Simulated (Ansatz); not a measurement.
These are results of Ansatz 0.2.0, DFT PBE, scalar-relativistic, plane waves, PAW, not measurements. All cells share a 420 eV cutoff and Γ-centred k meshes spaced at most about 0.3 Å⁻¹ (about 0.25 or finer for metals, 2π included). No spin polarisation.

These are static total energies at zero pressure.

Task: Order these relaxed structures of Be₇Te by energy, lowest first, with the energy over the lowest of them.
A.

```cif
data_structure
_symmetry_space_group_name_H-M 'P-3'
_symmetry_Int_Tables_number 147
_cell_length_a 3.8826
_cell_length_b 3.8826
_cell_length_c 14.2516
_cell_angle_alpha 90.000
_cell_angle_beta 90.000
_cell_angle_gamma 120.000
_cell_volume 186.05
loop_
_atom_site_label
_atom_site_type_symbol
_atom_site_symmetry_multiplicity
_atom_site_Wyckoff_symbol
_atom_site_fract_x
_atom_site_fract_y
_atom_site_fract_z
_atom_site_occupancy
Be1 Be 6 g 0.00449 0.33900 0.19006 1
Be2 Be 2 d 0.33333 0.66667 0.32296 1
Be3 Be 6 g 0.33374 0.00049 0.93711 1
Te1 Te 2 c 0.00000 0.00000 0.60985 1
```

B.

```cif
data_structure
_symmetry_space_group_name_H-M 'P1'
_symmetry_Int_Tables_number 1
_cell_length_a 3.7748
_cell_length_b 4.3552
_cell_length_c 5.9177
_cell_angle_alpha 101.597
_cell_angle_beta 97.887
_cell_angle_gamma 90.424
_cell_volume 94.34
loop_
_atom_site_label
_atom_site_type_symbol
_atom_site_symmetry_multiplicity
_atom_site_Wyckoff_symbol
_atom_site_fract_x
_atom_site_fract_y
_atom_site_fract_z
_atom_site_occupancy
Be1 Be 1 a 0.43024 0.15109 0.03879 1
Be2 Be 1 a 0.38373 0.82259 0.67943 1
Be3 Be 1 a 0.31120 0.47142 0.36876 1
Be4 Be 1 a 0.31002 0.98449 0.36416 1
Be5 Be 1 a 0.48215 0.30681 0.70775 1
Be6 Be 1 a 0.80155 0.23510 0.39014 1
Be7 Be 1 a 0.81632 0.74619 0.42524 1
Te1 Te 1 a 0.04076 0.61316 0.94681 1
```

C.

```cif
data_structure
_symmetry_space_group_name_H-M 'P3'
_symmetry_Int_Tables_number 143
_cell_length_a 3.8426
_cell_length_b 3.8426
_cell_length_c 7.2215
_cell_angle_alpha 90.000
_cell_angle_beta 90.000
_cell_angle_gamma 120.000
_cell_volume 92.34
loop_
_atom_site_label
_atom_site_type_symbol
_atom_site_symmetry_multiplicity
_atom_site_Wyckoff_symbol
_atom_site_fract_x
_atom_site_fract_y
_atom_site_fract_z
_atom_site_occupancy
Be1 Be 3 d 0.33257 0.33409 0.25920 1
Be2 Be 1 b 0.33333 0.66667 0.51768 1
Be3 Be 3 d 0.99827 0.33299 0.00639 1
Te1 Te 1 a 0.00000 0.00000 0.66456 1
```

Result: A (0 meV/atom), C (134 meV/atom), B (271 meV/atom). Forms: A P-3; C P3; B P1. Counting Be atoms around Te (those within 1.25 times the shortest such distance or 1.15 times the sum of covalent radii; a plus sign parts nearer from farther groups): A has Te 3; C has Te 3+3; B has Te 7+2. All come from invented guesses. Even the lowest of the cells shown lies +0.06 eV/atom against the elements.

These runs have no spin–orbit coupling, which can matter for Te. Cells relaxed within their symmetry can be saddle points. Some candidate types were left out of the draw beforehand, so a known form may be missing.
